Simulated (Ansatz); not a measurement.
An input for Ansatz 0.2.0 (MgS):

input.yaml

```yaml
crystal:
  lattice:
    - [0.0, 2.8331200468, 2.8331200468]
    - [2.8331200468, 0.0, 2.8331200468]
    - [2.8331200468, 2.8331200468, 0.0]
  atoms:
    - { symbol: S, position: [0.25, 0.25, 0.25] }
    - { symbol: Mg, position: [0.0, 0.0, 0.0] }
hamiltonian:
  xc: r2scan0
  pseudopotentials: { kind: paw, source: jth }
  dispersion: d3bjatm
kpoints:
  mp_grid: { grid: [5, 5, 5] }
scf:
  occupations: { method: fixed }
  algorithm: direct_min
output:
  eigenvalues: true
dielectric:
  method: response
```

Potentials or basis: JTH PAW.

Launch:

```sh
$ ansatz run input.yaml --threads 1 --pin off --max-ram 2560MiB --backend cpu --events-out ev --progress --plain --runs-dir out
```

Problem. Does this run start?

Solution. The run stopped without a result. It printed:

Output:

```text
Error: scf.algorithm: direct_min / scf.convergence.dm_fallback with hamiltonian.xc: <hybrid> without scf.eigensolver.kind.support_functions — direct minimisation on plane waves has no term of exact exchange; use an LDA or a GGA, or take scf.algorithm: direct_min and scf.convergence.dm_fallback out of the deck
```
